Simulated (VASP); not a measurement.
Wanted: the native input for a VASP 6.6.1 run.

- Task: relaxation of cell and atoms
- Functional: r2SCAN
- Potentials or basis: VASP PAW PBE potentials, release 64 (Sr_sv, Cl)
- Cutoff: 600 eV
- k mesh: 6 × 6 × 6
- Occupations: gaussian, width 0.02 eV
- Spin: no spin polarisation
- Ladder: gaps
- Further INCAR settings: ALGO = Normal; EDIFF = 1e-06; IBRION = 2; EDIFFG = -0.01; NSW = 40; ISIF = 3

The structure of SrCl2 lies in POSCAR:

```
SrCl2
1.0
    0.0000000000      3.4883500000      3.4883500000
    3.4883500000      0.0000000000      3.4883500000
    3.4883500000      3.4883500000      0.0000000000
Sr Cl
1 2
Direct
    0.0000000000      0.0000000000      0.0000000000
    0.7500000000      0.7500000000      0.7500000000
    0.2500000000      0.2500000000      0.2500000000
```

The input as run:

INCAR

```
SYSTEM = SrCl2
PREC = Accurate
ENCUT = 600
EDIFF = 1E-6
ISMEAR = 0
SIGMA = 0.02
LREAL = .FALSE.
LASPH = .TRUE.
NELM = 100
ALGO = Normal
ISIF = 3
LWAVE = .FALSE.
LCHARG = .FALSE.
METAGGA = R2SCAN
LMIXTAU = .TRUE.
IBRION = 2
NSW = 40
EDIFFG = -0.01
```

KPOINTS

```
Automatic mesh
0
G
  6 6 6
  0 0 0
```

Potentials or basis: VASP PAW PBE potentials, release 64 (Sr_sv, Cl).

Run with:

```console
$ cat potpaw_PBE.64/Sr_sv/POTCAR potpaw_PBE.64/Cl/POTCAR > POTCAR
$ mpirun -np 1 vasp_std > vasp.out
```

Results of the run:

```yaml
Relaxed_volume: 28.59 Å³/atom
Relaxed_cell: a = 4.950 Å, b = 4.950 Å, c = 4.950 Å, α = 60.00°, β = 60.00°, γ = 60.00°
Space_group_after_relaxing_to_0.05_Å: Fm-3m (No. 225)
Energy_gained_by_relaxing: 0.3 meV/atom
Ionic_steps: 2
Pressure_after_relaxing: 0.0 GPa
Band_gap_on_the_k_mesh: 5.93 eV, indirect (least direct gap 6.00 eV)
```

Caveat: the PAW data sets were made with another functional, which shifts forces and pressure a little.

Run time: 2.2 min on 1 thread of Intel(R) Xeon(R) 6975P-C (Granite Rapids), with other jobs on the host, peak memory 0.26 GiB.
